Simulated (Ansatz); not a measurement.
**LiH (Fm-3m): G0W0 and the choice of datasets**

```yaml
crystal:
  lattice:
    - [0.00000, 2.04200, 2.04200]
    - [2.04200, 0.00000, 2.04200]
    - [2.04200, 2.04200, 0.00000]
  atoms:
    - { symbol: Li, position: [0.00000, 0.00000, 0.00000] }
    - { symbol: H, position: [0.50000, 0.50000, 0.50000] }
```

Held fixed (Ansatz):

- orbitals: PBE
- k mesh: 4×4×4
- empty bands: 110
- response cutoff: 200 eV
- frequencies: contour deformation
- q → 0 term: analytic weight of Carrier, Rohra and Görling
- band sums: cut at the band count

The gap is read direct at k = (0, -0.5, -0.5), linearised, between the Kohn-Sham band edges among the points solved. ε∞ is the electronic dielectric constant on this mesh.

```
               datasets, wave cutoff  KS gap (eV)  G0W0 gap (eV)   ε∞
               all-electron, 2310 eV         3.01           4.76  5.1
                    hard PAW, 700 eV         3.01           4.77  5.1
    hand-made PAW, accurate, 1000 eV         3.01           4.76  5.1
               hand-made PAW, 800 eV         3.01           4.76  5.1
                     JTH PAW, 700 eV         3.00           4.75  5.1
         soft PAW (1st gen.), 420 eV         3.01           4.78  5.1
            norm-conserving, 1034 eV         3.01              ?    ?
all-electron, no relativity, 2310 eV         3.01           4.76  5.1
```

Question: Fill in the row for norm-conserving, 1034 eV.

Answer: G0W0 gap 4.77 eV, ε∞ 5.1.

The cell is a model at fixed atoms and needn't be the relaxed known crystal. Soft PAW datasets can miss an all-electron G0W0 gap by more than 5 %. Points k are given in fractions of the reciprocal vectors. The mesh is coarse, so these are values at the stated settings, not converged ones. Band sums or response are cut, so the gap isn't at its basis limit. The gap is read on the mesh, and the crystal's band edges can lie off it. Meshes this coarse can overestimate the dielectric constant by a tenth and more.
